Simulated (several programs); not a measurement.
# What each method gives for MoTe2 (P6_3/mmc)

Measured values to be reproduced:
- band gap: 0.88 eV (indirect optical gap from extrapolated square root of absorption; phonon energy not resolved; 300 K; “Surface transport and band gap structure of exfoliated 2H-MoTe2 crystals”; Extrapolated absorption onset; value is gap plus or minus an unresolved phonon energy, which is included only in the error bar; 2014; arxiv:1407.1219)
- volume: 24.99 Å³ an atom (from the lattice constants; a; “MBE growth of 2H-MoTe2 and 1T'-MoTe2 on 3D substrates”; literature value quoted for comparison; 2017; arxiv:1705.00651)

MoTe2 (started from an entry of an open crystallographic database), relaxed with r2SCAN+rVV10 in Ansatz, was computed with several methods. The symmetry is P6_3/mmc (No. 194, hexagonal); conventional cell a = 3.542 Å, c = 14.177 Å, 25.67 Å³ an atom. Around Te lie 3 Mo at 2.72 Å; around Mo lie 6 Te at 2.72 Å. Spin-unpolarised throughout.

```
CELL_PARAMETERS angstrom
3.54213 0.00000 0.00000
-1.77106 3.06757 0.00000
0.00000 0.00000 14.17664
ATOMIC_POSITIONS crystal
Te 0.33333 0.66667 0.62341
Te 0.66667 0.33333 0.12341
Te 0.33333 0.66667 0.87659
Te 0.66667 0.33333 0.37659
Mo 0.33333 0.66667 0.25000
Mo 0.66667 0.33333 0.75000
```

Gaps and times are for a single point on this cell; volume and bulk modulus come from each method's own relaxation or energy curve at fixed shape, which is too stiff where a cell has free coordinates or axes. Times are rough, from shared hosts (AMD EPYC 7R13 Processor; Arm Neoverse V1; NVIDIA H100 80GB HBM3), and each method has its own mesh and cell size. A double dagger marks a value from a curve with shape and coordinates held. PM7 (MOPAC): levels, charges or heat of formation failed a check of plausibility, so no values are given. PM6 (MOPAC), PM7 (MOPAC), GFN1-xTB (tblite), GFN2-xTB (tblite) treat a cluster of cells at its zone centre, which samples few k points: where these miss a band edge, the gap comes out too large for that reason alone. Gaps from k meshes are read at a limited set of points (mesh, symmetry points, PBE's band edges), so each method's own least gap may be somewhat smaller. xTB and the PM methods were fitted mostly to molecules, and can miss a solid's gap by electronvolts. Minimal bases can be far off for gaps. Times of the plane-wave rungs are withheld (a dash), since they come from other jobs, hosts and meshes; the meshes of hybrids and Hartree-Fock don't converge their gaps to the digits shown. Curves at held shape can't give the bulk modulus of a layered or molecular crystal, so none is listed. GLLB-SC's gap includes the derivative discontinuity. d marks a direct gap, i an indirect one (no mark: not told apart), a dash a value that wasn't computed or didn't pass its checks.

| method | kind | gap (eV) | own volume (Å³/atom) | bulk modulus (GPa) | atoms computed | processor time |
| --- | --- | --- | --- | --- | --- | --- |
| PBE-D3(BJ) | semilocal | – | 24.18 | – | 6 | – |
| r2SCAN+rVV10 | semilocal | – | 25.67 | – | 6 | – |
| PBE-D4 | semilocal | – | 24.31 | – | 6 | – |
| GFN1-xTB (tblite) | tight binding | 0.77 | 24.81‡ | – | cluster | 3.7 s |
| light PBE (260 eV, its own mesh) | light plane-wave | 0.78 i | – | – | 6 | 4.5 s |
| GFN2-xTB (tblite) | tight binding | 0.61 | 24.71‡ | – | cluster | 5.3 s |
| PM7 (MOPAC) | semi-empirical | – | – | – | cluster | 6 s |
| PBE+SOC | semilocal | 0.76 i | – | – | 6 | – |
| LDA | semilocal | 0.74 i | – | – | 6 | – |
| PBE/SZV (CP2K) | small basis | 0.51 i | – | – | 6 | 20 s |
| PM6 (MOPAC) | semi-empirical | 2.78 | – | – | cluster | 21 s |
| PBE | semilocal | 0.77 i | – | – | 6 | – |
| r2SCAN | semilocal | 0.88 i | – | – | 6 | – |
| HSE06 | hybrid | 1.19 i | – | – | 6 | – |
| PBE0 | hybrid | 1.83 i | – | – | 6 | – |
| PBE/DZVP (CP2K) | small basis | 0.76 i | 26.72‡ | – | 6 | 71 s |
| Hartree-Fock | exact exchange | 5.07 d | – | – | 6 | – |
| DDH-PBE0 | hybrid | 1.02 i | – | – | 6 | – |
| GLLB-SC (GPAW) | model potential | 1.24 | – | – | 6 | 2.6 min |

Against HSE06 (1.19 eV) the nearest gap at the points sampled is that of GLLB-SC (GPAW) (+0.05 eV) and the farthest that of Hartree-Fock (+3.89 eV). HSE06 is only a yardstick of convenience, and nearness to it can be luck.

Comparison with experiment:
- Band gap, measured 0.88 eV (indirect; set against each method's least gap): GFN1-xTB (tblite) -0.11 eV, light PBE (260 eV, its own mesh) -0.10 eV, GFN2-xTB (tblite) -0.27 eV, PBE+SOC -0.12 eV, LDA -0.14 eV, PBE/SZV (CP2K) -0.37 eV, PM6 (MOPAC) +1.90 eV, PBE -0.11 eV, r2SCAN 0.00 eV, HSE06 +0.31 eV, PBE0 +0.95 eV, PBE/DZVP (CP2K) -0.12 eV, Hartree-Fock +4.19 eV, DDH-PBE0 +0.14 eV, GLLB-SC (GPAW) +0.36 eV.
- Volume, measured 24.99 Å³ an atom: PBE-D3(BJ) -3.3 %, r2SCAN+rVV10 +2.7 %, PBE-D4 -2.7 %.
The calculations are for a static lattice; samples hold vibrations, temperature and, in optical gaps, excitons. A measured value is shown where most reports agree with it, and only for the quantities listed.

Only the rows marked +SOC include spin-orbit coupling.
